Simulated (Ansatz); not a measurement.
C2H6 on a (100) slab of WC (P-6m2 (No. 187)), 6 planes, outer planes W (top) and C (bottom), 1 a cell of 32.9 Å², relaxed and still whole (its atoms last):

```xyz
32
Lattice="5.6653 0.0000 0.0000 0.0000 5.8038 0.0000 0.0000 0.0000 25.9386" Properties=species:S:1:pos:R:3 pbc="T T T"
C     1.4163    0.0000    8.0000
C     1.4163    2.9019    8.0000
C     4.2490    0.0000    8.0000
C     4.2490    2.9019    8.0000
W     0.0000    4.3529    8.8377
W     0.0000    1.4510    8.8377
W     2.8327    4.3529    8.8377
W     2.8327    1.4510    8.8377
C     1.4163    4.3529   10.5131
C     1.4163    1.4510   10.5131
C     4.2490    4.3529   10.5131
C     4.2490    1.4510   10.5131
W    -0.0003    2.9014   11.3619
W    -0.0003    0.0010   11.3609
W     2.8329    2.9010   11.3616
W     2.8329    0.0006   11.3614
C     1.4164    2.9014   13.0521
C     1.4162   -0.0004   13.0509
C     4.2488    2.9007   13.0570
C     4.2491    0.0002   13.0555
W     0.0037    1.4512   13.8378
W     0.0004    4.3542   13.8339
W     2.8286    1.4480   13.8380
W     2.8322    4.3521   13.8335
C    -2.1794    1.6462   17.2828
C    -0.6940    1.3324   17.3032
H    -2.6979    1.2546   18.1694
H    -2.6733    1.1726   16.4064
H    -2.3745    2.7246   17.2115
H    -0.1945    1.7535   18.1872
H    -0.1834    1.7758   16.4213
H    -0.4987    0.2522   17.2740
```

These are results of Ansatz 0.2.0, DFT PBE+D3(BJ), scalar-relativistic, plane waves, PAW, not measurements. Plane waves to 420 eV, a k mesh through Γ of 4×3×1 on the computed 32-atom cell and Gaussian smearing (0.10 eV); no spin polarisation. The cell repeats along c with a dipole correction in the vacuum.

It binds with 0.35 eV a molecule against the clean slab and the free molecule (no zero-point or thermal terms); its shortest contact is H–W 2.59 Å. Take first-order desorption with no barrier to adsorption, no reaction on the face and an assumed prefactor of 10^13 s⁻¹.

Problem. How long does a molecule stay at 300 K?

Solution. τ = ν⁻¹·exp(E/k_BT) with k_BT = 0.0259 eV: E/k_BT = 13.5, so τ ≈ 8×10^-8 s. At about one hit a site a second (10⁻⁶ mbar) the coverage is near τ × 1 s⁻¹, so a layer needs roughly 1×10^1 mbar.

Problem. Where does its peak lie in a desorption experiment heated at 5 K/s?

Solution. The peak obeys E/(k_B·T_p²) = (ν/β)·exp(−E/k_BT_p). Solving gives T_p ≈ 136 K (E/k_BT_p = 29.8). An error of 0.1 eV in E moves it by about 39 K, and larger molecules have larger prefactors, which lowers it.

Problem. Is this physisorption or chemisorption?

Solution. The tightest contact, H–W 2.59 Å, is 1.34 times the sum of covalent radii, and deformation and lateral interaction add up to -0.02 eV; about 0.04 e cross the plane between them. It lies between the two: closer or more distorted than a van der Waals contact, longer than a covalent bond.